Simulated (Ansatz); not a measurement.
Computed with DFT PBE, scalar-relativistic, plane waves, PAW in Ansatz 0.2.0. All cells share a 420 eV cutoff and Γ-centred k meshes spaced at most about 0.3 Å⁻¹ (about 0.25 or finer for metals, 2π included). No spin polarisation.

Temperature and zero-point effects are left out.

Two relaxed structures of AlCu6:

A.

```
Al Cu
1.0
     6.84491    0.00000    0.00000
    -3.42246    5.92787    0.00000
     0.00000    0.00000    4.23285
Al Cu
2 12
Cartesian
  3.4225 1.9760 3.1746
  0.0000 3.9519 1.0582
  0.9730 2.8138 3.1746
  5.8761 1.1281 3.1746
  0.4992 5.3637 3.1746
  1.4614 0.2750 3.1746
  -1.4722 3.6783 3.1746
  2.9299 4.5248 3.1746
  4.8946 2.2495 1.0582
  1.9610 5.6529 1.0582
  2.9233 0.5642 1.0582
  0.4926 1.4031 1.0582
  -2.4536 4.7997 1.0582
  2.4494 3.1141 1.0582
```

B.

```
Al Cu
1.0
     3.42822    1.97928    2.11285
    -3.42822    1.97928    2.11285
     0.00000   -3.95857    2.11285
Al Cu
1 6
Direct
  0.00000 0.00000 0.00000
  0.28645 0.14418 0.57194
  0.71355 0.85582 0.42806
  0.57194 0.28645 0.14418
  0.42806 0.71355 0.85582
  0.14418 0.57194 0.28645
  0.85582 0.42806 0.71355
```

**Question.** Which form is favoured at zero pressure, and by what margin per atom?

**Answer.** They are level within the accuracy (2 meV/atom apart, with A the lower in these runs). A has Al and Cu ordered on hcp sites, space group P6_3/m (No. 176), 12.3 Å³/atom and no gap on its mesh; B has Al and Cu ordered on fcc sites, space group R-3 (No. 148), 12.3 Å³/atom and no gap. Counting all near atoms (those within 1.25 times the shortest distance at each site), A and B both have Al 12, Cu 12. Both come from invented guesses.

The k mesh leaves some 4 meV/atom of noise in the energy of each metallic cell. Cells relaxed within their symmetry can be saddle points.
